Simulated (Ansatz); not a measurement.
# FeSi (Pm-3m): electronic structure

What is the electronic structure of FeSi (Pm-3m) at the cell found before?

Program: Ansatz 0.2.0. Level of theory: DFT r²SCAN, scalar-relativistic, plane waves, PAW. These are calculated values, not measurements.

## Step 1: The structure to begin with

The structure is cubic, space group Pm-3m (No. 221). Conventional cell: a = 2.727 Å, b = 2.727 Å, c = 2.727 Å, α = 90.00°, β = 90.00°, γ = 90.00°. Fe (site symmetry m-3m) has 8 Si at 2.36 Å as nearest neighbours. Si (site symmetry m-3m) has 8 Fe at 2.36 Å as nearest neighbours.

Structure file:

```cif
data_structure
_symmetry_space_group_name_H-M 'Pm-3m'
_symmetry_Int_Tables_number 221
_cell_length_a 2.7270
_cell_length_b 2.7270
_cell_length_c 2.7270
_cell_angle_alpha 90.000
_cell_angle_beta 90.000
_cell_angle_gamma 90.000
_cell_volume 20.28
loop_
_atom_site_label
_atom_site_type_symbol
_atom_site_symmetry_multiplicity
_atom_site_Wyckoff_symbol
_atom_site_fract_x
_atom_site_fract_y
_atom_site_fract_z
_atom_site_occupancy
Fe1 Fe 1 b 0.50000 0.50000 0.50000 1
Si1 Si 1 a 0.00000 0.00000 0.00000 1
```

## Step 2: The electronic structure

File input.yaml:

```yaml
crystal:
  lattice:
    - [2.7269995991, 0.0, 0.0]
    - [0.0, 2.7269995991, 0.0]
    - [0.0, 0.0, 2.7269995991]
  atoms:
    - { symbol: Fe, position: [0.5, 0.5, 0.5] }
    - { symbol: Si, position: [0.0, 0.0, 0.0] }
basis:
  ecutwfc: 500
  ecutrho_ratio: 4
kpoints:
  mp_grid: { grid: [16, 16, 16] }
  band_path:
    path:
      - [[0.0, 0.0, 0.0], [0.0, 0.5, 0.0], [0.5, 0.5, 0.0], [0.0, 0.0, 0.0], [0.5, 0.5, 0.5], [0.0, 0.5, 0.0]]
      - [[0.5, 0.5, 0.5], [0.5, 0.5, 0.0]]
    npoints: 14
hamiltonian:
  xc: r2scan
scf:
  occupations: { method: gaussian, width: 0.05 }
  n_extra_bands: 11
output:
  forces: true
  stress: true
  eigenvalues: true
  populations: true
  dos: { projected: true, de: 0.02, nscf_kmesh: { grid: [24, 24, 24] } }
  bader: true
```

Command:

```bash
ansatz run input.yaml --threads 2 --pin off --max-ram 5120MiB --backend cpu --events-out ev --progress --plain --runs-dir out
```

**Question.** What will these runs give? Wanted: pressure; gap; states at the Fermi level; Bader charges.

**Answer**, as computed:

```
                 quantity                                                                      value
                 pressure                                                                   0.05 GPa
                      gap                                                               none (metal)
states at the Fermi level  about 1.1 (mean within 0.5 eV; 0.043 at the level itself) per eV per cell
            Bader charges                                                       Fe -0.55; Si +0.55 e
```

What this shows: Bands cross the Fermi level, so it is a metal at this level; the largest share of the states at the Fermi level is Fe 3d (88 % of the projected weight). The Bader partition leaves Si most positive, at +0.55 e. Spin polarisation wasn't allowed in this run.
